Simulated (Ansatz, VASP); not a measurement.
**One calculation of Li2S, two programs**

```
CELL_PARAMETERS angstrom
0.00000 2.85400 2.85400
2.85400 0.00000 2.85400
2.85400 2.85400 0.00000
ATOMIC_POSITIONS crystal
Li 0.25000 0.25000 0.25000
Li 0.75000 0.75000 0.75000
S 0.00000 0.00000 0.00000
```

Alike in both runs: task single point; functional PBEsol; k mesh 6 × 6 × 6; occupations gaussian, width 0.1 eV; no spin polarisation.

|  | VASP | Ansatz |
| --- | --- | --- |
| version | VASP 6.6.1 | Ansatz 0.2.0 |
| potentials or method | VASP PAW PBE potentials, release 64 (Li_sv, S) | scalar-relativistic, plane waves, PAW |
| plane-wave cutoff (eV) | 520 | 420 |
| valence electrons in the cell | 12 | 12 |

Ansatz gave:

```
gap on the k mesh at the Fermi level (eV) : 3.22
least direct gap on the mesh (eV)         : 4.07
```

What did VASP give for the same quantities?

gap on the k mesh at the Fermi level (eV): 3.22; least direct gap on the mesh (eV): 4.08.

The functional is the same, so the differences come from potentials, cutoffs and numerics.

 A k mesh can miss the band edges. PBEsol gaps usually lie below the measured ones, often by a third to a half.
